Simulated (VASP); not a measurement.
Input of a VASP 6.6.1 run:

Contents of INCAR:

```
PREC     = Accurate       # precision mode
ENCUT    = 520            # plane-wave cutoff, eV
EDIFF    = 1E-7           # SCF threshold, eV
ISMEAR   = -1             # smearing method
SIGMA    = 0.05           # smearing width, eV
LREAL    = F              # projectors in reciprocal space
LASPH    = T              # aspherical terms in the spheres
NELM     = 120            # most SCF steps
ALGO     = Normal         # electronic algorithm
ISIF     = 2              # what is computed and relaxed
LWAVE    = F              # write WAVECAR
LCHARG   = F              # write CHGCAR
ISPIN    = 2              # spin polarisation
MAGMOM   = 2 2            # initial moments
LORBIT   = 11             # projections on sites
LMAXMIX  = 4              # l up to which the mixer works
GGA      = PE             # functional
NBANDS   = 20             # bands
```

File KPOINTS:

```
Automatic mesh
0
Gamma
  12 12 7
```

POSCAR

```
Co
1.0
    2.4719999032      0.0000000000      0.0000000000
   -1.2359999516      2.1408147143      0.0000000000
    0.0000000000      0.0000000000      4.0211440800
Co
2
Direct
    0.6648460000      0.3127030000      0.7427330000
    0.3433360000      0.6528870000      0.2401120000
```

Potentials or basis: VASP PAW PBE potentials, release 64 (Co).

Command:

```console
$ cat potpaw_PBE.64/Co/POTCAR > POTCAR
$ mpirun -np 1 vasp_std > vasp.out
```

Problem. What does it give for the largest force?

Solution. 0.095 eV/Å.

Problem. What does it give for the net moment?

Solution. 3.20 μB per cell.

Forces in eV/Å, atoms in the order of the input:
```
Co   0.054  0.038 -0.069
Co  -0.054 -0.038  0.069
```
